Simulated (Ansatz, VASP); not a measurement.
## One calculation of PbF2, two programs

Contents of INCAR:

```
  ALGO = Normal
  EDIFF = 1E-7
  ENCUT = 520
  GGA = PE
  ISIF = 2
  ISMEAR = -1
  LASPH = True
  LCHARG = False
  LREAL = False
  LWAVE = False
  NBANDS = 21
  NELM = 80
  PREC = Accurate
  SIGMA = 0.02
```

File KPOINTS:

```
k-points
0
Gamma
  8 8 8
```

The input POSCAR:

```
PbF2
1.0
    0.0000000000      2.9604381116      2.9604381116
    2.9604381116      0.0000000000      2.9604381116
    2.9604381116      2.9604381116      0.0000000000
Pb F
1 2
Direct
    0.0000000000      0.0000000000      0.0000000000
    0.2500000000      0.2500000000      0.2500000000
    0.7500000000      0.7500000000      0.7500000000
```

Input for Ansatz:

```yaml
crystal:
  lattice:
    - [0.0, 2.9604381116, 2.9604381116]
    - [2.9604381116, 0.0, 2.9604381116]
    - [2.9604381116, 2.9604381116, 0.0]
  atoms:
    - { symbol: Pb, position: [0.0, 0.0, 0.0] }
    - { symbol: F, position: [0.25, 0.25, 0.25] }
    - { symbol: F, position: [0.75, 0.75, 0.75] }
kpoints:
  mp_grid: { grid: [8, 8, 8] }
  band_path:
    path:
      - [[0.0, 0.0, 0.0], [0.5, 2.409616609791e-34, 0.5], [0.625, 0.25, 0.625]]
      - [[0.375, 0.375, 0.75], [0.0, 0.0, 0.0], [0.5, 0.5, 0.5], [0.5, 0.25, 0.75], [0.5, 2.409616609791e-34, 0.5]]
    npoints: 10
hamiltonian:
  xc: pbe
scf:
  occupations: { method: fermi_dirac, width: 0.02 }
  n_extra_bands: 4
output:
  forces: true
  stress: true
  eigenvalues: true
```

The cell was built by a generator and needn't be a form met in nature.

Alike in both runs: task single point; functional PBE; k mesh 8 × 8 × 8; occupations fermi-dirac, width 0.02 eV; no spin polarisation.

```csv
,VASP,Ansatz
version,VASP 6.6.1,Ansatz 0.2.0
potentials or method,"VASP PAW PBE potentials, release 64 (Pb_d, F)","plane waves, PAW"
plane-wave cutoff (eV),520,420
valence electrons in the cell,28,28
```

|  | VASP | Ansatz | Ansatz less VASP |
| --- | --- | --- | --- |
| gap on the k mesh at the Fermi level (eV) | 4.42 | 4.42 | +0.004 |
| pressure (GPa) | 2.7 | 2.9 | +0.20 |

Caveats: spin-orbit coupling is left out, which as a rule narrows the gap of such compounds by several tenths of an eV. A k mesh can miss the band edges.
